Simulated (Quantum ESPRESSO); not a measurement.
MgO: phonon spectrum and thermodynamics under several settings

```
Mg O
1.0
     0.00000    2.09700    2.09700
     2.09700    0.00000    2.09700
     2.09700    2.09700    0.00000
Mg O
1 1
Direct
  0.00000 0.00000 0.00000
  0.50000 0.50000 0.50000
```

The cell is a database's computed one.

All runs used Quantum ESPRESSO 7.5; k mesh 4 × 4 × 4, shifted; relaxed cell; no spin polarisation; cutoff 612 eV; occupations smeared at first, fixed for the response; q mesh 4 × 4 × 4.

```tsv
level	potentials	volume (Å³/atom)	pressure (GPa)	highest frequency (cm⁻¹)	zero-point energy (meV/atom)	entropy at room temperature (k_B/atom)
LDA	GBRV 1.5 LDA	9.01	0.0	716	75.1	1.59
PBE	GBRV 1.5 PBE	9.63	-0.1	680	70.2	1.75
PBEsol	GBRV 1.5 PBEsol	?	0.0	?	?	?
```

What stands in the row left open?

Volume 9.36 Å³/atom; highest frequency 693 cm⁻¹; zero-point energy 72.1 meV/atom; entropy at room temperature 1.68 k_B/atom.

Caveats: all runs use coarse meshes.

For the row left open. Caveat: the k mesh is coarse (spacing up to 0.65 Å⁻¹), so the values aren't converged.
